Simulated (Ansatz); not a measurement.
# SnO2 monolayer (2H) under uniaxial strain along the armchair direction, normal to a, with the width clamped

Aim: how do the optical modes of SnO2 monolayer (2H) shift and split under this strain?

Method: DFT PBE, scalar-relativistic, plane waves, PAW; PAW set soft_1, in Ansatz 0.2.0.

Report form: the programs' logs are mostly left out.

**1. The starting structure**

The cell holds 3 atoms: 1 Sn and 2 O. Cell: a = 3.320 Å, b = 3.320 Å, c = 28.700 Å, α = 90.0°, β = 90.0°, γ = 120.0°. Vacuum lies along c. The height across the vacuum is the one that the program set for its solve, not the one typed.

**2. Bringing the structure to rest**

Harmonic phonons are second derivatives at a point where the forces vanish, and they are wanted at zero stress, so atoms and cell are relaxed first. The program lengthens the typed cell of 20.0 Å along the normal to 28.7 Å, as its cut-off of the electrostatics needs, and moves no atom.

Contents of input.yaml:

```yaml
crystal:
  lattice:
    - [3.32, 0.0, 0.0]
    - [-1.66, 2.8752, 0.0]
    - [0.0, 0.0, 20.0]
  atoms:
    - { symbol: Sn, position: [0.333333, 0.666667, 0.5] }
    - { symbol: O, position: [0.666667, 0.333333, 0.56125] }
    - { symbol: O, position: [0.666667, 0.333333, 0.43875] }
  periodic: [true, true, false]
kpoints:
  mp_grid: { grid: [15, 15, 1] }
hamiltonian:
  xc: pbe
  pseudopotentials: { kind: paw, azcp: { folder: soft_1 } }
scf:
  occupations: { method: gaussian, width: 0.1 }
output:
  forces: true
  stress: true
  eigenvalues: true
  write_density: true
  write_potential: true
  elf: true
  volumetric_format: npy
relax:
  adjacent_minimum: "off"
  f_tol: 0.005
  max_steps: 80
  cell: { stress_2d_tol: 0.02 }
```

Run with:

```sh
> ansatz run input.yaml --threads 4 --pin off --max-ram 16384MiB --backend cpu --events-out ev --progress --plain --runs-dir out
```

The job ended after 37 s (4 threads of Arm Neoverse V1, shared host; peak memory 0.57 GiB; 2.4 min of CPU time).

Relaxation path:

```csv
step,energy less that of the first step (eV),largest force component (eV/Å),volume (Å³)
1,0.0000,0.1490,273.96
2,-0.3425,1.1153,247.85
3,0.1892,4.0012,223.07
4,-0.4372,0.2212,240.43
5,-0.4402,0.0072,239.25
6,-0.4402,0.0004,239.36
7*,-0.4356,0.0007,239.36
8,-0.4357,0.0003,239.09
9*,-0.4356,0.0004,239.09
```

Relaxation steps marked * repeat the geometry before them on a plane-wave basis chosen anew for their cell, so energy and pressure can jump there. Relaxation step 3 was tried and not accepted.

The run keeps the 12 symmetry operations that it works with, so distortions that break them were not tested.

```csv
cell as run,before,after,change
a (Å),3.320,3.102,-6.6 %
b (Å),3.320,3.102,-6.6 %
```

Final coordinates:

```
Sn O
1.0
     3.10151    0.00000    0.00000
    -1.55075    2.68599    0.00000
     0.00000    0.00000   28.70000
Sn O
1 2
Direct
  0.33333 0.66667 0.34843
  0.66667 0.33333 0.39130
  0.66667 0.33333 0.30557
```

Numbers from this step:

```
gap on the k-mesh : 0.6501 eV
area per atom     : 2.777 Å²
```

ELF in the ac plane at fractional y = 0.333, with atoms of O within 0.2 Å of it. It is the smooth field of the valence electrons, not physical close to the nuclei.

Values, 24 rows by 16 columns, each cell a mean:
```
0.00 0.00 0.00 0.00 0.00 0.00 0.00 0.00 0.00 0.00 0.00 0.00 0.00 0.00 0.00 0.00
0.00 0.00 0.00 0.00 0.00 0.00 0.00 0.00 0.00 0.00 0.00 0.00 0.00 0.00 0.00 0.00
0.00 0.00 0.00 0.00 0.00 0.00 0.00 0.00 0.00 0.00 0.00 0.00 0.00 0.00 0.00 0.00
0.00 0.00 0.00 0.00 0.00 0.00 0.00 0.00 0.00 0.00 0.00 0.00 0.00 0.00 0.00 0.00
0.00 0.00 0.00 0.00 0.00 0.00 0.00 0.00 0.00 0.00 0.00 0.00 0.00 0.00 0.00 0.00
0.00 0.00 0.00 0.00 0.00 0.00 0.00 0.00 0.00 0.00 0.00 0.00 0.00 0.00 0.00 0.00
0.00 0.00 0.00 0.00 0.00 0.00 0.00 0.00 0.00 0.00 0.00 0.00 0.00 0.00 0.00 0.00
0.00 0.00 0.00 0.00 0.00 0.00 0.00 0.00 0.00 0.00 0.00 0.00 0.00 0.00 0.00 0.00
0.00 0.00 0.00 0.00 0.00 0.00 0.00 0.00 0.00 0.00 0.00 0.00 0.00 0.00 0.00 0.00
0.00 0.00 0.00 0.00 0.00 0.00 0.00 0.00 0.00 0.00 0.00 0.00 0.00 0.00 0.00 0.00
0.00 0.00 0.00 0.00 0.00 0.00 0.00 0.00 0.00 0.00 0.00 0.00 0.00 0.00 0.00 0.00
0.00 0.00 0.00 0.00 0.00 0.00 0.00 0.00 0.00 0.00 0.00 0.00 0.00 0.00 0.00 0.00
0.00 0.00 0.00 0.00 0.00 0.00 0.01 0.01 0.02 0.03 0.04 0.04 0.03 0.03 0.02 0.01
0.12 0.03 0.01 0.01 0.02 0.09 0.22 0.36 0.47 0.54 0.58 0.58 0.55 0.50 0.40 0.27
0.40 0.18 0.09 0.09 0.14 0.32 0.57 0.75 0.81 0.76 0.66 0.63 0.73 0.80 0.78 0.65
0.21 0.22 0.23 0.23 0.22 0.21 0.23 0.28 0.33 0.36 0.36 0.36 0.36 0.34 0.30 0.24
0.39 0.18 0.11 0.11 0.15 0.31 0.55 0.73 0.79 0.75 0.64 0.62 0.72 0.79 0.76 0.62
0.16 0.05 0.01 0.01 0.03 0.11 0.27 0.43 0.54 0.62 0.65 0.66 0.63 0.57 0.47 0.33
0.00 0.00 0.00 0.00 0.00 0.00 0.01 0.02 0.04 0.05 0.06 0.06 0.05 0.04 0.03 0.01
0.00 0.00 0.00 0.00 0.00 0.00 0.00 0.00 0.00 0.00 0.00 0.00 0.00 0.00 0.00 0.00
0.00 0.00 0.00 0.00 0.00 0.00 0.00 0.00 0.00 0.00 0.00 0.00 0.00 0.00 0.00 0.00
0.00 0.00 0.00 0.00 0.00 0.00 0.00 0.00 0.00 0.00 0.00 0.00 0.00 0.00 0.00 0.00
0.00 0.00 0.00 0.00 0.00 0.00 0.00 0.00 0.00 0.00 0.00 0.00 0.00 0.00 0.00 0.00
0.00 0.00 0.00 0.00 0.00 0.00 0.00 0.00 0.00 0.00 0.00 0.00 0.00 0.00 0.00 0.00
```
Columns run along a (3.1 Å), rows up along c (28.7 Å). Atoms in or near the plane, at fractional coordinates: O at (0.67, 0.39), O at (0.67, 0.31).

Electrostatic potential energy in the ac plane at fractional y = 0.333, with atoms of O within 0.2 Å of it. With pseudopotentials it is smooth inside the atoms' cores, unlike the true potential.

Ten even steps from '0' (-28 eV) to '9' (0 eV), each cell a mean:
```
9999999999999999
9999999999999999
9999999999999999
9999999999999999
9999999999999999
9999999999999999
9999999999999999
9999999999999999
9999999999999999
9999999999999999
9999999999999999
9999999999999999
9999999999999999
9999999999999999
7777777610000047
3100124566666665
7776777510000047
9999999998888999
9999999999999999
9999999999999999
9999999999999999
9999999999999999
9999999999999999
9999999999999999
```
Columns run along a (3.1 Å; values clipped at the 3rd and 97th percentile), rows up along c (28.7 Å). Atoms in or near the plane, at fractional coordinates: O at (0.67, 0.39), O at (0.67, 0.31).

Valence density in the ac plane at fractional y = 0.333, with atoms of O within 0.2 Å of it. It is the smooth field of the valence electrons, not physical close to the nuclei.

Ten steps, logarithmic in the rise over the least value, from '_' (0.0 e/Å³) to '@' (5.5 e/Å³), each cell a mean:
```
________________________________
________________________________
________________________________
________________________________
________________________________
________________________________
________________________________
________________________________
________________________________
________________________________
________________________________
________________________________
________________________________
____________....::--------::::..
--::::::::--==**##@@@@@@@@%%**==
====++++++========++++++++======
----::::----==**##@@@@@@@@%%**++
..__________..::--========--::..
________________________________
________________________________
________________________________
________________________________
________________________________
________________________________
```
Columns run along a (3.1 Å), rows up along c (28.7 Å). Atoms in or near the plane, at fractional coordinates: O at (0.67, 0.39), O at (0.67, 0.31).

**3. Relaxation**

The relaxation is repeated from its end, on the mesh and smearing that suit the cell and gap now reached.

input.yaml, the sections that differ from step 2:

```yaml
crystal:
  lattice:
    - [3.1015086663, 0.0, 0.0]
    - [-1.5507543331, 2.685985295, 0.0]
    - [0.0, 0.0, 28.7]
  atoms:
    - { symbol: Sn, position: [0.3333333333, 0.6666666667, 0.3484320557] }
    - { symbol: O, position: [0.6666666667, 0.3333333333, 0.3912981121] }
    - { symbol: O, position: [0.6666666667, 0.3333333333, 0.3055659994] }
  periodic: [true, true, false]
kpoints:
  mp_grid: { grid: [12, 12, 1] }
scf:
  occupations: { method: gaussian, width: 0.02 }
# hamiltonian, output, relax: as in step 2
```

It took 6.3 s on 4 threads; peak memory 0.51 GiB; 24 s of CPU time.

Little changed from the start: no atom moved by 0.005 Å and no cell edge by 0.1 %.

**4. Tight relaxation**

Phonons need small forces and stress, so the relaxation is finished with tight tolerances on 12×12×1 k points.

input.yaml, the sections that differ from step 3:

```yaml
crystal:
  lattice:
    - [3.1015086663, 0.0, 0.0]
    - [-1.5507543331, 2.6859852951, 0.0]
    - [0.0, 0.0, 28.7]
  atoms:
    - { symbol: Sn, position: [0.3333333333, 0.6666666667, 0.3484320557] }
    - { symbol: O, position: [0.6666666667, 0.3333333333, 0.3912981121] }
    - { symbol: O, position: [0.6666666667, 0.3333333333, 0.3055659994] }
  periodic: [true, true, false]
scf:
  occupations: { method: fixed }
relax:
  adjacent_minimum: "off"
  f_tol: 0.001
  max_steps: 60
  cell: { stress_2d_tol: 0.002 }
# kpoints, hamiltonian, output: as in step 3
```

It took 9.5 s on 4 threads; peak memory 0.51 GiB; 36 s of CPU time.

Little changed from the start: no atom moved by 0.005 Å and no cell edge by 0.1 %.

This step gave:

- gap on the k-mesh: 0.6505 eV

Valence density in the ac plane at fractional y = 0.333, with atoms of O within 0.2 Å of it. It is the smooth field of the valence electrons, not physical close to the nuclei.

Ten steps, logarithmic in the rise over the least value, from '_' (0.0 e/Å³) to '@' (5.5 e/Å³), each cell a mean:
```
________________________________
________________________________
________________________________
________________________________
________________________________
________________________________
________________________________
________________________________
________________________________
________________________________
________________________________
________________________________
________________________________
____________....::--------::::..
--::::::::--==**##@@@@@@@@%%**==
====++++++========++++++++======
----::::----==**##@@@@@@@@%%**++
..__________..::--========--::..
________________________________
________________________________
________________________________
________________________________
________________________________
________________________________
```
Columns run along a (3.1 Å), rows up along c (28.7 Å). Atoms in or near the plane, at fractional coordinates: O at (0.67, 0.39), O at (0.67, 0.31).

Electrostatic potential energy in the ac plane at fractional y = 0.333, with atoms of O within 0.2 Å of it. With pseudopotentials it is smooth inside the atoms' cores, unlike the true potential.

Ten even steps from '_' (-28 eV) to '@' (0 eV), each cell a mean:
```
@@@@@@@@@@@@@@@@@@@@@@@@@@@@@@@@
@@@@@@@@@@@@@@@@@@@@@@@@@@@@@@@@
@@@@@@@@@@@@@@@@@@@@@@@@@@@@@@@@
@@@@@@@@@@@@@@@@@@@@@@@@@@@@@@@@
@@@@@@@@@@@@@@@@@@@@@@@@@@@@@@@@
@@@@@@@@@@@@@@@@@@@@@@@@@@@@@@@@
@@@@@@@@@@@@@@@@@@@@@@@@@@@@@@@@
@@@@@@@@@@@@@@@@@@@@@@@@@@@@@@@@
@@@@@@@@@@@@@@@@@@@@@@@@@@@@@@@@
@@@@@@@@@@@@@@@@@@@@@@@@@@@@@@@@
@@@@@@@@@@@@@@@@@@@@@@@@@@@@@@@@
@@@@@@@@@@@@@@@@@@@@@@@@@@@@@@@@
@@@@@@@@@@@@@@@@@@@@@@@@@@@@@@@@
@@@@@@@@@@@@@@@@@@@@@@@@@@@@@@@@
##############**..__________==##
--..____..::==++**************++
######**######++..__________==##
@@@@@@@@@@@@@@@@@@%%%%%%%%@@@@@@
@@@@@@@@@@@@@@@@@@@@@@@@@@@@@@@@
@@@@@@@@@@@@@@@@@@@@@@@@@@@@@@@@
@@@@@@@@@@@@@@@@@@@@@@@@@@@@@@@@
@@@@@@@@@@@@@@@@@@@@@@@@@@@@@@@@
@@@@@@@@@@@@@@@@@@@@@@@@@@@@@@@@
@@@@@@@@@@@@@@@@@@@@@@@@@@@@@@@@
```
Columns run along a (3.1 Å; values clipped at the 3rd and 97th percentile), rows up along c (28.7 Å). Atoms in or near the plane, at fractional coordinates: O at (0.67, 0.39), O at (0.67, 0.31).

ELF in the ac plane at fractional y = 0.333, with atoms of O within 0.2 Å of it. It is the smooth field of the valence electrons, not physical close to the nuclei.

Ten even steps from '_' (0.00) to '@' (0.81), each cell a mean:
```
________________________________
________________________________
________________________________
________________________________
________________________________
________________________________
________________________________
________________________________
________________________________
________________________________
________________________________
________________________________
________________________________
..________..::==++**####****==--
==::......--##@@@@@@%%##@@@@@@%%
::::::::::::::--============--::
==::......--**@@@@@@####%%@@@@##
..________..--++**##%%%%####++==
________________________________
________________________________
________________________________
________________________________
________________________________
________________________________
```
Columns run along a (3.1 Å), rows up along c (28.7 Å). Atoms in or near the plane, at fractional coordinates: O at (0.67, 0.39), O at (0.67, 0.31).

The largest force component left is 0.57 meV/Å, within the tolerances set.

**5. Modes at rest**

Phonons follow from the second derivative of the energy, found here by linear response.

The modes at rest are the reference of the series.

input.yaml, the sections that differ from step 4:

```yaml
crystal:
  lattice:
    - [3.1014260212, 0.0, 0.0]
    - [-1.5507130106, 2.6859137224, 0.0]
    - [0.0, 0.0, 28.7]
  atoms:
    - { symbol: Sn, position: [0.3333333333, 0.6666666667, 0.3484320557] }
    - { symbol: O, position: [0.6666666667, 0.3333333333, 0.3912986974] }
    - { symbol: O, position: [0.6666666667, 0.3333333333, 0.3055654141] }
  periodic: [true, true, false]
output:
  eigenvalues: true
phonons:
  method: dfpt
# kpoints, hamiltonian, scf: as in step 4
# relax: removed
```

Run time: 36 s. Hardware: 4 threads; peak memory 0.96 GiB; 2.3 min of CPU time.

This step gave:

```
sum-rule residual before enforcement                    : 1.02e-4 eV/Å²
point group                                             : -6m2
highest optical mode at the zone centre (no LO-TO term) : 619.6 cm⁻¹
lowest optical zone-centre mode                         : -69.36 cm⁻¹
```

Without the LO-TO term. Patterns of degenerate modes are one choice out of their space. The modes at Γ (shares of kinetic energy by element, %) (negative means imaginary):

```csv
mode,frequency (cm⁻¹),symmetry,Sn %,O %
1,-69.4,E'',0,100
2,-69.4,E'',0,100
3,0.0,acoustic,79,21
4,0.0,acoustic,79,21
5,0.0,acoustic,79,21
6,324.9,E',21,79
7,324.9,E',21,79
8,513.4,A2'',21,79
9,619.6,A1',0,100
```

Displacements in mode 1 (-69.4 cm⁻¹), the largest set to 1:
```
Sn1  0.00  0.00  0.00
O2   0.20  1.00  0.00
O3  -0.20 -1.00  0.00
```

Displacements in mode 8 (513.4 cm⁻¹), the largest set to 1:
```
Sn1  0.00  0.00 -0.27
O2   0.00  0.00  1.00
O3   0.00  0.00  1.00
```

Before it was imposed, the acoustic sum rule was missed by 1.0e-4 eV/Å². Small misses are needed for a sound result but don't prove that mesh and cutoff are converged. The lowest optical mode is imaginary, 69.4i cm⁻¹, so the energy falls along it.

**6. A member of the series: uniaxial strain of +5 % along the armchair direction, normal to a, with the width clamped**

The cell takes a uniaxial strain of +5 % along the armchair direction, normal to a, with the width clamped. The cell is held, and the atoms relax in it.

Contents of input.yaml:

```yaml
crystal:
  lattice:
    - [3.1014260212, 0.0, 0.0]
    - [-1.5507130106, 2.8202094084, 0.0]
    - [0.0, 0.0, 28.7]
  atoms:
    - { symbol: Sn, position: [0.3341663637, 0.6683327274, 0.3484320557] }
    - { symbol: O, position: [0.6662501514, 0.3325003029, 0.3911488716] }
    - { symbol: O, position: [0.6662501514, 0.3325003029, 0.3057152399] }
  periodic: [true, true, false]
kpoints:
  mp_grid: { grid: [12, 12, 1] }
hamiltonian:
  xc: pbe
  pseudopotentials: { kind: paw, azcp: { folder: soft_1 } }
scf:
  occupations: { method: gaussian, width: 0.02 }
output:
  forces: true
  stress: true
  eigenvalues: true
relax:
  adjacent_minimum: "off"
  f_tol: 0.001
  max_steps: 60
```

The job ended after 23 s (4 threads; peak memory 0.59 GiB; 91 s of CPU time).

No atom moved by 0.005 Å in the relaxation.

This step gave:

* gap on the k-mesh: 0.3197 eV
* area per atom: 2.916 Å²

The largest force component left is 0.18 meV/Å.

**7. Modes of this member: uniaxial strain of +5 % along the armchair direction, normal to a, with the width clamped**

The zone-centre modes follow for uniaxial strain of +5 % along the armchair direction, normal to a, with the width clamped.

input.yaml, the sections that differ from step 6:

```yaml
crystal:
  lattice:
    - [3.1014260212, 0.0, 0.0]
    - [-1.5507130106, 2.8202094084, 0.0]
    - [0.0, 0.0, 28.7]
  atoms:
    - { symbol: Sn, position: [0.3339824265, 0.667964853, 0.3484320557] }
    - { symbol: O, position: [0.66634212, 0.3326842401, 0.3911286071] }
    - { symbol: O, position: [0.66634212, 0.3326842401, 0.3057355043] }
  periodic: [true, true, false]
scf:
  occupations: { method: fixed }
output:
  eigenvalues: true
phonons:
  method: dfpt
# kpoints, hamiltonian: as in step 6
# relax: removed
```

Run time: 48 s. Hardware: 4 threads; peak memory 0.98 GiB.

This step gave:

| Property | Result |
| --- | --- |
| sum-rule residual before enforcement | 8.91e-5 eV/Å² |
| point group | mm2 |
| highest optical mode at the zone centre (no LO-TO term) | 612.8 cm⁻¹ |
| lowest optical zone-centre mode | -194 cm⁻¹ |

(Continued in part 2 of 2.)

[Logs are printed without paths, hosts, clocks, repeated set-up lines and the standing remarks that a program may print on its own settings, such as how far it seeks lower states.]

[Hosts, paths, dates, database ids (printed as entryN), source tags and the programs' standing remarks are cut or masked in the printed files.]
